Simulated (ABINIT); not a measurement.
# SiC (F-43m): G0W0 with ABINIT, start to end

Wanted: ground state, empty states, screening and self-energy for SiC (F-43m).

Program: ABINIT 10.8.3. Level of theory: PBE and many-body steps on it, plane waves. Results are calculated unless marked as measured.

**The experiments to reproduce.**

- Gap 2.4 eV: Tauc optical (indirect) gap of annealed polycrystalline 3C-SiC; UV-VIS spectroscopic ellipsometry, Tauc analysis; film (CVD ultrathin polycrystalline film, annealed, about 5 nm grains) (“On-Demand CMOS-Compatible Fabrication of Ultrathin Self-Aligned SiC Nanowire Arrays”, 2018, pmc:6267454).

- Gap 2.39 eV: band gap at cryogenic temperature; bulk crystal (literature value) (quoted in “Silicon carbide diodes for neutron detection”, 2020, arxiv:2009.14696).

### Step 1. The starting structure

Symmetry: F-43m, No. 216, cubic system. The conventional cell has a = 4.358 Å, b = 4.358 Å, c = 4.358 Å, α = 90.00°, β = 90.00°, γ = 90.00°. Nearest to Si lie 4 C at 1.89 Å. Nearest to C lie 4 Si at 1.89 Å. Farther neighbours are not listed.

The cell and positions come from the Crystallography Open Database and are kept as given unless a step says otherwise.

### Step 2. Ground state

This step: ABINIT 10.8.3; DFT, PBE, plane waves, norm-conserving pseudopotentials.

The ground-state density comes first.

The input, run.abi:

```
acell 3*1.0 Angstrom
rprim 
  -0.000000000000 2.179000000000 2.179000000000
  2.179000000000 -0.000000000000 2.179000000000
  2.179000000000 2.179000000000 -0.000000000000
ntypat 2
znucl 14 6
natom 2
typat 1 2
xred 
  0.000000000000 0.000000000000 0.000000000000
  0.250000000000 0.250000000000 0.250000000000
pp_dirpath "pseudos"
pseudos "Si.upf, C.upf"
ecut 37
ngkpt 8 8 8
nshiftk 1
shiftk 0 0 0
kptopt 1
chksymbreak 0
nband 9
occopt 1
tolvrs 1e-10
nstep 60
prtwf 0
optforces 0
optstress 0
indata_prefix "in"
outdata_prefix "out"
tmpdata_prefix "tmp"
```

Started as:

```bash
$ OMP_NUM_THREADS=1 mpirun -n 4 abinit run.abi > log
```

Numbers of over 12 decimals in the logs are rounded to 6 here.

Output:

```text
.Version 10.8.3 of ABINIT. v10.8.2 released Aug 2026.

 Symmetries : space group F-4 3 m (#216); Bravais cF (face-center cubic)
================================================================================
 Values of the parameters that define the memory need of the present run
     intxc =       0    ionmov =       0      iscf =       7    lmnmax =       6
     lnmax =       6     mgfft =      32  mpssoang =       3    mqgrid =    3001
     natom =       2  nloc_mem =       1    nspden =       1   nspinor =       1
    nsppol =       1      nsym =      24    n1xccc =    2501    ntypat =       2
    occopt =       1   xclevel =       2
-    mband =           9        mffmem =           1         mkmem =           8
       mpw =        1514          nfft =       32768          nkpt =          29
================================================================================
  Rough estimation (10% accuracy) of disk space for files :
================================================================================

--------------------------------------------------------------------------------
------------- Echo of variables that govern the present computation ------------
--------------------------------------------------------------------------------
 -outvars: echo values of preprocessed input variables --------
            acell      1.8897261259E+00  1.8897261259E+00  1.8897261259E+00 Bohr

      chksymbreak           0
             ecut      3.70000000E+01 Hartree
-          fftalg         312

              ixc     -101130
              kpt      0.00000000E+00  0.00000000E+00  0.00000000E+00
                       1.25000000E-01  0.00000000E+00  0.00000000E+00
                       2.50000000E-01  0.00000000E+00  0.00000000E+00
                       3.75000000E-01  0.00000000E+00  0.00000000E+00
                       5.00000000E-01  0.00000000E+00  0.00000000E+00
                       1.25000000E-01  1.25000000E-01  0.00000000E+00
                       2.50000000E-01  1.25000000E-01  0.00000000E+00
                       3.75000000E-01  1.25000000E-01  0.00000000E+00
                       5.00000000E-01  1.25000000E-01  0.00000000E+00
   [... 18 further rows ...]
                      -3.75000000E-01  5.00000000E-01  1.25000000E-01
                      -2.50000000E-01  5.00000000E-01  2.50000000E-01
         kptrlatt        8    0    0      0    8    0      0    0    8
          kptrlen      4.65866071E+01
P           mkmem           8
            natom           2
            nband           9
            ngfft          32      32      32
             nkpt          29
            nstep          60
             nsym          24
           ntypat           2
              occ      2.000000  2.000000  2.000000  2.000000  0.000000  0.000000
[...]
optforces           0
        optstress           0
            prtwf           0
            rprim     -0.0000000000E+00  2.1790000000E+00  2.1790000000E+00
[...]
spgroup         216

           tolvrs      1.00000000E-10

             xred      0.0000000000E+00  0.0000000000E+00  0.0000000000E+00
[...]
znucl       14.00000    6.00000

================================================================================

 chkinp: Checking input parameters for consistency.

================================================================================
== DATASET  1 ==================================================================
-   mpi_nproc: 4, omp_nthreads: 1 (-1 if OMP is not activated)

--- !DatasetInfo
iteration_state: {dtset: 1, }
dimensions: {natom: 2, nkpt: 29, mband: 9, nsppol: 1, nspinor: 1, nspden: 1, mpw: 1514, }
cutoff_energies: {ecut:  37.0, pawecutdg:  -1.0, }
electrons: {nelect:   8.00000000E+00, charge:   0.00000000E+00, occopt:   1.00000000E+00, tsmear:   1.00000000E-02, }

 Real(R)+Recip(G) space primitive vectors, cartesian coordinates (Bohr,Bohr^-1):
 R(1)=  0.0000000  4.1177132  4.1177132  G(1)= -0.1214266  0.1214266  0.1214266
 R(2)=  4.1177132  0.0000000  4.1177132  G(2)=  0.1214266 -0.1214266  0.1214266
 R(3)=  4.1177132  4.1177132  0.0000000  G(3)=  0.1214266  0.1214266 -0.1214266
 Unit cell volume ucvol=  1.3963629E+02 bohr^3
 Angles (23,13,12)=  6.00000000E+01  6.00000000E+01  6.00000000E+01 degrees

 getcut: wavevector=  0.0000  0.0000  0.0000  ngfft=  32  32  32
         ecut(hartree)=     37.000   => boxcut(ratio)=   2.00684

--- Pseudopotential description ------------------------------------------------
- Si Generated using ONCVPSP code by D. R. Hamann
- 14.00000   4.00000  171031                  znucl, zion, pspdat
12 -101130 2 -1 1510                          pspcod,pspxc,lmax,lloc,mmax
     nproj     2     2     2
  pspatm : epsatm=    9.34321561
         --- l  ekb(1:nproj) -->
[...]
pspatm: atomic psp has been read  and splines computed

- C Generated using ONCVPSP code by D. R. Hamann
-  6.00000   4.00000  171031                  znucl, zion, pspdat
12 -101130 1 -1 1248                          pspcod,pspxc,lmax,lloc,mmax
     nproj     2     2     0
  pspatm : epsatm=    4.31346680
         --- l  ekb(1:nproj) -->
[...]
1   -4.199961   -0.877517
 pspatm: atomic psp has been read  and splines computed

   1.09253459E+02                                ecore*ucvol(ha*bohr**3)
--------------------------------------------------------------------------------

_setup2: Arith. and geom. avg. npw (full set) are    1500.803    1500.779

================================================================================

--- !BeginCycle
iteration_state: {dtset: 1, }
solver: {iscf: 7, nstep: 60, nline: 4, wfoptalg: 0, }
tolerances: {tolvrs: 1.00E-10, }

     iter   Etot(hartree)      deltaE(h)  residm     vres2
 ETOT  1  -10.168909568532    -1.017E+01 1.492E-01 3.560E+02
 ETOT  2  -10.231491617092    -6.258E-02 4.611E-03 1.493E+02
 ETOT  3  -10.269767516249    -3.828E-02 1.428E-01 1.358E-01
 ETOT  4  -10.269786963279    -1.945E-05 4.462E-02 3.686E-03
 ETOT  5  -10.269787210627    -2.473E-07 7.191E-05 1.612E-04
 ETOT  6  -10.269787226935    -1.631E-08 1.202E-03 9.974E-07
 ETOT  7  -10.269787227057    -1.217E-10 5.882E-03 9.720E-09
 ETOT  8  -10.269787227058    -9.184E-13 2.099E-03 2.203E-10
 ETOT  9  -10.269787227058    -6.217E-14 3.861E-03 3.480E-12

 At SCF step    9       vres2   =  3.48E-12 < tolvrs=  1.00E-10 =>converged.

--- !ResultsGS
iteration_state: {dtset: 1, }
comment   : Summary of ground state results
lattice_vectors:
- [ -0.0000000,   4.1177132,   4.1177132, ]
- [  4.1177132,  -0.0000000,   4.1177132, ]
- [  4.1177132,   4.1177132,  -0.0000000, ]
lattice_lengths: [   5.82333,    5.82333,    5.82333, ]
lattice_angles: [ 60.000,  60.000,  60.000, ] # degrees, (23, 13, 12)
lattice_volume:   1.3963629E+02
convergence: {deltae: -6.217E-14, res2:  3.480E-12, residm:  3.861E-03, diffor:  0.000E+00, }
etotal    :  -1.02697872E+01
entropy   :   0.00000000E+00
fermie    :   2.51183540E-01
cartesian_stress_tensor: null
pressure_GPa: null
xred      :
- [  0.0000E+00,   0.0000E+00,   0.0000E+00, Si]
- [  2.5000E-01,   2.5000E-01,   2.5000E-01,  C]
cartesian_forces: null
force_length_stats: {min: null, max: null, mean: null, }

 Integrated electronic density in atomic spheres:
 ------------------------------------------------
 Atom  Sphere_radius  Integrated_density
    1        2.00000          1.92719290
    2        2.00000          4.23371404
================================================================================

 ----iterations are completed or convergence reached----

 Mean square residual over all n,k,spin=   14.795E-06; max=  38.608E-04
 reduced coordinates (array xred) for    2 atoms
       0.000000000000      0.000000000000      0.000000000000
       0.250000000000      0.250000000000      0.250000000000
 rms dE/dt=  0.0000E+00; max dE/dt=  0.0000E+00; dE/dt below (all hartree)
    1       0.000000000000      0.000000000000      0.000000000000
    2       0.000000000000      0.000000000000      0.000000000000

 cartesian coordinates (angstrom) at end:
    1      0.000000     0.000000     0.000000
    2      1.089500     1.089500     1.089500
 length scales=  1.889726125908  1.889726125908  1.889726125908 bohr
              =  1.000000000000  1.000000000000  1.000000000000 angstroms
 prteigrs : about to open file out_EIG
 Fermi (or HOMO) energy (hartree) =   0.25118   Average Vxc (hartree)=  -0.41495
 Eigenvalues (hartree) for nkpt=  29  k points:
 kpt#   1, nband=  9, wtk=  0.00195, kpt=  0.0000  0.0000  0.0000 (reduced coord)
  -0.31511    0.25118    0.25118    0.25118    0.47989    0.51987    0.51987    0.51987
   0.78510
 prteigrs : prtvol=0 or 1, do not print more k-points.

--- !EnergyTerms
iteration_state     : {dtset: 1, }
comment             : Components of total free energy in Hartree
kinetic             :  5.89032805913901E+00
hartree             :  1.16700143504615E+00
xc                  : -3.77898474893224E+00
Ewald energy        : -1.04656108775139E+01
psp_core            :  7.82414532507906E-01
local_psp           : -4.12559242220303E+00
non_local_psp       :  2.60656794897942E-01
total_energy        : -1.02697872270581E+01
total_energy_eV     : -2.79455146899521E+02
band_energy         :  2.75566795094544E-01

== END DATASET(S) ==============================================================
================================================================================

 -outvars: echo values of variables after computation  --------
           etotal     -1.0269787227E+01
            nband           9
             nkpt          29
          spgroup         216
 [... the other variables as echoed above ...]

 Calculation completed.
```

Elapsed: 4.2 s, on 4 MPI ranks of Arm Neoverse V1, shared host; peak memory 0.25 GiB; 17 s of CPU time.

Numbers from this step:

```
total energy               : -279.4551 eV
gap                        : 1.361 eV
k of the valence top       : 0, 0, 0
k of the conduction bottom : 0.5, 0.5, 0
least direct gap           : 4.553 eV
```

The gap is indirect, with the least direct gap 3.19 eV higher.

(Continued in part 2 of 3.)

[Paths, hosts, dates, memory and timing lines, banners, echoed tables and standing remarks are left out of the program output.]

[Logs are printed without paths, hosts, clocks, repeated set-up lines and the standing remarks that a program may print on its own settings, such as how far it seeks lower states.]

[Runs of the session that timed out or met a known fault of the program may be left out.]

[Hosts, paths, dates, database ids (printed as entryN), source tags and the programs' standing remarks are cut or masked in the printed files.]

[G0W0 gaps are taken among the corrected bands and points alone; a level outside them can change the order at an edge.]

[Where Ansatz stands beside ABINIT at settings called matched, ABINIT's density can come from a denser mesh and the files from another edition; pairs whose starting gaps differed by over 0.03 eV were left out, so agreement reads better than it is.]
